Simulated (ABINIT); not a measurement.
# SiC (F-43m): a self-consistent loop beyond G0W0, cycle by cycle, part 3 of 3

How far does self-consistency move the gap of SiC (F-43m)?

ABINIT 10.8.3; LDA and many-body steps on it, plane waves. Known limits of the many-body steps: not at the basis limit.

So far. Step 10 (evGW, cycle 1): Against G0W0 in ABINIT (6×6×6 mesh, 103 bands, screening to 244.9 eV, Godby-Needs plasmon pole), the gap moves by +0.339 eV. Step 13 (evGW, cycle 2): Against the cycle before, the gap moves by +0.021 eV.

## (14) Screening, 6×6×6 mesh, 103 bands, screening to 244.9 eV

This step: RPA screening on LDA, plane waves, norm-conserving pseudopotentials.

Contents of run.abi:

```
acell 3*1.0 Angstrom
rprim 
  -0.000000000000 2.179000000000 2.179000000000
  2.179000000000 -0.000000000000 2.179000000000
  2.179000000000 2.179000000000 -0.000000000000
ntypat 2
znucl 14 6
natom 2
typat 1 2
xred 
  0.000000000000 0.000000000000 0.000000000000
  0.250000000000 0.250000000000 0.250000000000
pp_dirpath "pseudos"
pseudos "Si.upf, C.upf"
ecut 37
ngkpt 6 6 6
nshiftk 1
shiftk 0 0 0
kptopt 1
chksymbreak 0
istwfk *1
occopt 1
irdwfk 1
optdriver 3
nband 103
ecuteps 9
inclvkb 2
awtr 1
symchi 1
gwcalctyp 10
mbpt_sciss 1.609 eV
nqptdm 1
qptdm 
  0 0 0
indata_prefix "in"
outdata_prefix "out"
tmpdata_prefix "tmp"
```

Started as:

```sh
$ OMP_NUM_THREADS=1 mpirun -n 8 abinit run.abi > log
```

What it wrote:

```text
.Version 10.8.3 of ABINIT. v10.8.2 released Aug 2026.

 Symmetries : space group F-4 3 m (#216); Bravais cF (face-center cubic)
[... echo of the input left out ...]
== DATASET  1 ==================================================================
-   mpi_nproc: 8, omp_nthreads: 1 (-1 if OMP is not activated)

--- !DatasetInfo
iteration_state: {dtset: 1, }
dimensions: {natom: 2, nkpt: 16, mband: 103, nsppol: 1, nspinor: 1, nspden: 1, mpw: 1524, }
cutoff_energies: {ecut:  37.0, pawecutdg:  -1.0, }
[...]
[... chi0 elements left out ...]
 For q-point:  0.000010 0.000020 0.000030
  dielectric constant =   6.1105
  dielectric constant without local fields =   6.5980

  Average fulfillment of the sum rule on Im[epsilon] for q-point    1 :     95.23  [%]
[... wings left out ...]
== END DATASET(S) ==============================================================
================================================================================

 -outvars: echo values of variables after computation  --------
           etotal      0.0000000000E+00
            nband         103
             nkpt          16
          spgroup         216
 [... the other variables as echoed above ...]

 Calculation completed.
```

Run time: 2.4 s. Hardware: 8 MPI ranks of Arm Neoverse V2, shared host; peak memory 0.15 GiB.

Numbers from this step:

| Item | Value |
| --- | --- |
| ε∞ with local fields, on this mesh, along the program's q direction | 6.111 |
| the same without local fields | 6.598 |
| plasma frequency | 23.09 eV |
| plane waves in the screening matrix | 169 |

This screening uses the functional's bands under a rigid shift, the mean opening of the cycle before.

## (15) Screening, 6×6×6 mesh, 103 bands, screening to 244.9 eV

This step: RPA screening on LDA from quasiparticle energies, plane waves, norm-conserving pseudopotentials.

Changes to run.abi since step 14:

```diff
@@ -29,7 +29,21 @@
 symchi 1
+irdqps 1
 gwcalctyp 10
-mbpt_sciss 1.609 eV
-nqptdm 1
+nqptdm 15
 qptdm 
-  0 0 0
+  0.1666666667 0.0000000000 0.0000000000
+  0.3333333333 0.0000000000 0.0000000000
+  0.5000000000 0.0000000000 0.0000000000
+  0.1666666667 0.1666666667 0.0000000000
+  0.3333333333 0.1666666667 0.0000000000
+  0.5000000000 0.1666666667 0.0000000000
+  -0.3333333333 0.1666666667 0.0000000000
+  -0.1666666667 0.1666666667 0.0000000000
+  0.3333333333 0.3333333333 0.0000000000
+  0.5000000000 0.3333333333 0.0000000000
+  -0.3333333333 0.3333333333 0.0000000000
+  0.5000000000 0.5000000000 0.0000000000
+  0.5000000000 0.3333333333 0.1666666667
+  -0.3333333333 0.3333333333 0.1666666667
+  -0.3333333333 0.5000000000 0.1666666667
 indata_prefix "in"
```

Contents of mrgscr.stdin:

```
2
merged
q0_SCR
out_SCR
1
```

Started as:

```sh
$ OMP_NUM_THREADS=1 mpirun -n 8 abinit run.abi > log; mrgscr < mrgscr.stdin
```

What it wrote:

```text
.Version 10.8.3 of ABINIT. v10.8.2 released Aug 2026.

 Symmetries : space group F-4 3 m (#216); Bravais cF (face-center cubic)
[... echo of the input left out ...]
== DATASET  1 ==================================================================
-   mpi_nproc: 8, omp_nthreads: 1 (-1 if OMP is not activated)

--- !DatasetInfo
iteration_state: {dtset: 1, }
dimensions: {natom: 2, nkpt: 16, mband: 103, nsppol: 1, nspinor: 1, nspden: 1, mpw: 1524, }
cutoff_energies: {ecut:  37.0, pawecutdg:  -1.0, }
[...]
q-point number  1        q = ( 0.166667, 0.000000, 0.000000) [r.l.u.]
--------------------------------------------------------------------------------
[... chi0 elements left out ...]
  Average fulfillment of the sum rule on Im[epsilon] for q-point    2 :    108.61  [%]

--------------------------------------------------------------------------------
  q-point number  2        q = ( 0.333333, 0.000000, 0.000000) [r.l.u.]
--------------------------------------------------------------------------------
[... chi0 elements left out ...]
  Average fulfillment of the sum rule on Im[epsilon] for q-point    3 :    102.26  [%]

 [... 13 further q-points ...]
```

It took 18 s on 8 MPI ranks; peak memory 1.1 GiB; 2.3 min of CPU time.

This step gave:

```
plasma frequency                    : 23.09 eV
plane waves in the screening matrix : 169
```

This screening reads the quasiparticle levels of the cycle before.

## (16) evGW, cycle 3

This step: evGW on LDA, plane waves, norm-conserving pseudopotentials.

Changes to run.abi since step 15:

```diff
@@ -23,12 +23,10 @@
 irdwfk 1
-optdriver 3
+optdriver 4
 nband 103
-ecuteps 9
-inclvkb 2
-awtr 1
-symchi 1
-irdqps 1
 gwcalctyp 10
-nqptdm 15
-qptdm 
+ecutsigx 37
+symsigma 1
+nkptgw 16
+kptgw 
+  0.0000000000 0.0000000000 0.0000000000
   0.1666666667 0.0000000000 0.0000000000
@@ -48,2 +46,23 @@
   -0.3333333333 0.5000000000 0.1666666667
+bdgw 
+  1 8
+  1 8
+  1 8
+  1 8
+  1 8
+  1 8
+  1 8
+  1 8
+  1 8
+  1 8
+  1 8
+  1 8
+  1 8
+  1 8
+  1 8
+  1 8
+ecuteps 9
+irdscr 1
+ppmodel 1
+irdqps 1
 indata_prefix "in"
```

Started as:

```sh
$ OMP_NUM_THREADS=1 mpirun -n 8 abinit run.abi > log
```

What it wrote:

```text
.Version 10.8.3 of ABINIT. v10.8.2 released Aug 2026.

 Symmetries : space group F-4 3 m (#216); Bravais cF (face-center cubic)
[... echo of the input left out ...]
== DATASET  1 ==================================================================
-   mpi_nproc: 8, omp_nthreads: 1 (-1 if OMP is not activated)

--- !DatasetInfo
iteration_state: {dtset: 1, }
dimensions: {natom: 2, nkpt: 16, mband: 103, nsppol: 1, nspinor: 1, nspden: 1, mpw: 1524, }
cutoff_energies: {ecut:  37.0, pawecutdg:  -1.0, }
[...]
.  kptgw no:  3; Maximum DeltaE = (  -0.006   0.004) for band index:  1
[...]
.  kptgw no: 15; Maximum DeltaE = (   0.004   0.000) for band index:  8
.  kptgw no: 16; Maximum DeltaE = (  -0.003   0.001) for band index:  1

== END DATASET(S) ==============================================================
================================================================================

 -outvars: echo values of variables after computation  --------
           etotal      0.0000000000E+00
            nband         103
             nkpt          16
          spgroup         216
 [... the other variables as echoed above ...]

 Calculation completed.
```

Run time: 2.6 min. Hardware: 8 MPI ranks; peak memory 1.6 GiB.

Numbers from this step:

```yaml
quasiparticle_gap_on_the_mesh: 2.594 eV
gap_of_the_density_functional_on_the_mesh: 1.327 eV
k_of_the_valence_top: 0, 0, 0
k_of_the_conduction_bottom: 0.5, 0.5, 0
least_direct_quasiparticle_gap_on_the_computed_points: 6.135 eV
```

Against the cycle before, the gap moves by +0.002 eV.

## (17) The runs together

Times are wall times on 8 MPI ranks of Arm Neoverse V2, shared host, good to a factor of about two. A run's time includes the screening step that it read.

| run | mesh | bands | screening cutoff (eV) | DFT gap (eV) | gap on the mesh (eV) | direct (eV) | ε∞ used | time |
| --- | --- | --- | --- | --- | --- | --- | --- | --- |
| G0W0 | 6×6×6 | 103 | 244.9 | 1.327 | 2.232 | 5.687 | 7.19 | 27 s |
| evGW0, cycle 1 | 6×6×6 | 103 | 244.9 | 1.327 | 2.460 | 5.996 | 7.19 | 2.9 min |
| evGW0, cycle 2 | 6×6×6 | 103 | 244.9 | 1.327 | 2.369 | 5.861 | 7.19 | 2.9 min |
| evGW0, cycle 3 | 6×6×6 | 103 | 244.9 | 1.327 | 2.375 | 5.874 | 7.19 | 2.9 min |
| evGW, cycle 1 | 6×6×6 | 103 | 244.9 | 1.327 | 2.571 | 6.108 | 6.26 | 2.9 min |
| evGW, cycle 2 | 6×6×6 | 103 | 244.9 | 1.327 | 2.592 | 6.133 | 6.12 | 2.9 min |
| evGW, cycle 3 | 6×6×6 | 103 | 244.9 | 1.327 | 2.594 | 6.135 | 6.11 | 2.9 min |

## (18) What came out

```json
{
 "G0W0": "2.232 eV",
 "evGW0, cycle 1": "2.460 eV",
 "evGW0, cycle 2": "2.369 eV",
 "evGW0, cycle 3": "2.375 eV",
 "evGW, cycle 1": "2.571 eV",
 "evGW, cycle 2": "2.592 eV",
 "evGW, cycle 3": "2.594 eV",
 "known limits": "not at the basis limit"
}
```

What this shows: Only the bands that the input lists are updated; the others, empty or deep, keep the functional's energies or take a rigid shift. The evGW loop starts from the last levels of evGW0, so its cycles and time come on top of those. evGW0 ends at 2.38 eV, +0.14 eV from G0W0, after 3 cycles that took 7.9 min beside the first screening; the last moved the gap by 0.006 eV. evGW ends at 2.59 eV, +0.36 eV from G0W0, after 3 cycles that took 8.8 min beside the first screening; the last moved the gap by 0.002 eV. The first cycle of evGW0 takes the full correction, without the factor Z, so it overshoots the one-shot value. Against experiment, by evGW, cycle 3: the gap of 2.59 eV lies +0.20 eV from the measured 2.39 eV (kind not stated, quoted 2020); the gap of 2.59 eV lies +0.19 eV from the measured 2.4 eV (indirect, 2018). These are gaps on the mesh, at modest bands and cutoff. The calculation has static nuclei and no excitons; a measured gap holds zero-point and thermal motion, which mostly lowers it. Bands and cutoff are finite, so the gap is not at the basis limit. The miss can reach some tenths of an eV and take either sign; the mesh is an error of its own. In the updated screening the q = 0 part is built from Kohn-Sham bands under a rigid shift, the other q from the quasiparticle levels.

[Paths, hosts, dates, memory and timing lines, banners, echoed tables and standing remarks are left out of the program output.]

[Logs are printed without paths, hosts, clocks, repeated set-up lines and the standing remarks that a program may print on its own settings, such as how far it seeks lower states.]

[Runs of the session that timed out or met a known fault of the program may be left out.]

[Hosts, paths, dates, database ids (printed as entryN), source tags and the programs' standing remarks are cut or masked in the printed files.]

[G0W0 gaps are taken among the corrected bands and points alone; a level outside them can change the order at an edge.]

[Where Ansatz stands beside ABINIT at settings called matched, ABINIT's density can come from a denser mesh and the files from another edition; pairs whose starting gaps differed by over 0.03 eV were left out, so agreement reads better than it is.]
